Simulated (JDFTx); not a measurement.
The system is CdS (Hawleyite).

```
CELL_PARAMETERS angstrom
0.00000 2.91650 2.91650
2.91650 0.00000 2.91650
2.91650 2.91650 0.00000
ATOMIC_POSITIONS crystal
Cd 0.00000 0.00000 0.00000
S 0.75000 0.75000 0.75000
```

Program: JDFTx 1.7.0 (patched build). Alike in all runs: task single point; no spin polarisation; cell as given; smearing fermi-dirac 0.05 eV.

Question: Order these runs on this cell by their pressure, lowest first.
A. level LDA; potentials or basis PseudoDojo-SR-LDA-0.4.1-standard with smoothed tails; k mesh 8 × 8 × 8; cutoff (eV) 1388; local potential set to -Z/r beyond 6 bohr; mesh quality not flagged
B. level SCAN; potentials or basis SG15-PBE-1.2; k mesh 3 × 3 × 3; cutoff (eV) 1088; mesh quality coarse
C. level PBEsol; potentials or basis PseudoDojo-SR-PBEsol-0.4.1-standard with smoothed tails; k mesh 8 × 8 × 8; cutoff (eV) 1388; local potential set to -Z/r beyond 6 bohr; mesh quality not flagged

Answer: A (-2.5 GPa), C (-0.3 GPa), B (1.5 GPa).

Caveats: some runs use coarse meshes; the potentials were made for another functional, which shifts forces and pressure (some runs).

Runs at the PBE level aren't shown here.
